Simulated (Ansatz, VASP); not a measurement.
**One calculation of HfN, two programs**

```xyz
2
Lattice="0.0000 2.4383 2.4383 2.4383 0.0000 2.4383 2.4383 2.4383 0.0000" Properties=species:S:1:pos:R:3 pbc="T T T"
Hf    0.0000    0.0000    0.0000
N     1.2192    1.2192    1.2192
```

Change from the starting cell: volume scaled by 0.98.

Alike in both runs: task single point; functional PBEsol; k mesh 9 × 9 × 9; occupations fermi-dirac, width 0.05 eV; no spin polarisation.

|  | VASP | Ansatz |
| --- | --- | --- |
| version | VASP 6.6.1 | Ansatz 0.2.0 |
| potentials or method | VASP PAW PBE potentials, release 64 (Hf_pv, N), cutoff 520 eV | all-electron LAPW, scalar-relativistic |

```tsv
	VASP	Ansatz	Ansatz less VASP
gap on the k mesh at the Fermi level (eV)	none	none	-
pressure (GPa)	-2.1	-1.2	+0.84
```

A gap of «none» marks a metal or a gap that the smearing closes. Ansatz ran all-electron here, so the differences hold the error of VASP's frozen core and of both bases.

Caveats: the PAW data sets were made with another functional, which shifts forces and pressure a little (VASP). Spin-orbit coupling is left out, which matters for the levels of Hf.
